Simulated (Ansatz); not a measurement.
# CdTe: the cost of one run

Program: Ansatz 0.2.0. Level of theory: DFT PBEsol, frozen-core PAW, scalar-relativistic unless said. These are calculated values, not measurements.

The COD entry's cell or inner coordinates are ideal or old and differ from later refinements, so a difference from it is no clean test against experiment.

1 further run of the same task is left out (set aside as unsound or not needed). Runs told in other sessions of the task aren't counted.

### 1 Starting point

Symmetry: F-43m, No. 216, cubic system. The conventional cell has a = 6.410 Å, b = 6.410 Å, c = 6.410 Å, α = 90.00°, β = 90.00°, γ = 90.00°. Around Cd (site symmetry -43m) lie 4 Te at 2.78 Å. Around Te (site symmetry -43m) lie 4 Cd at 2.78 Å.

As a file:

```
CELL_PARAMETERS angstrom
0.00000 3.20500 3.20500
3.20500 0.00000 3.20500
3.20500 3.20500 0.00000
ATOMIC_POSITIONS crystal
Cd 0.00000 0.00000 0.00000
Te 0.75000 0.75000 0.75000
```

Cartesian axes are those of the input's lattice vectors. The structure goes back to a database entry.

### 2 Cell and atoms relaxed, PAW

input.yaml reads:

```yaml
crystal:
  lattice:
    - [0.0, 3.205, 3.205]
    - [3.205, 0.0, 3.205]
    - [3.205, 3.205, 0.0]
  atoms:
    - { symbol: Cd, position: [0.0, 0.0, 0.0] }
    - { symbol: Te, position: [0.75, 0.75, 0.75] }
kpoints:
  mp_grid: { grid: [10, 10, 10] }
scf:
  occupations: { method: fermi_dirac, width: 0.1 }
hamiltonian:
  xc: pbesol
  pseudopotentials: { kind: paw }
relax:
  f_tol: 0.002
  max_steps: 80
  cell: {}
output:
  forces: true
  stress: true
```

Command:

```
> ansatz run input.yaml --threads 1 --pin off --max-ram 3072MiB --backend cpu --events-out ev --progress --plain --runs-dir out
```

**Question.** How long does this run take on 1 thread of Arm Neoverse V2, shared host, and how much memory does it need?

About 27 s, with a peak of 0.39 GiB.
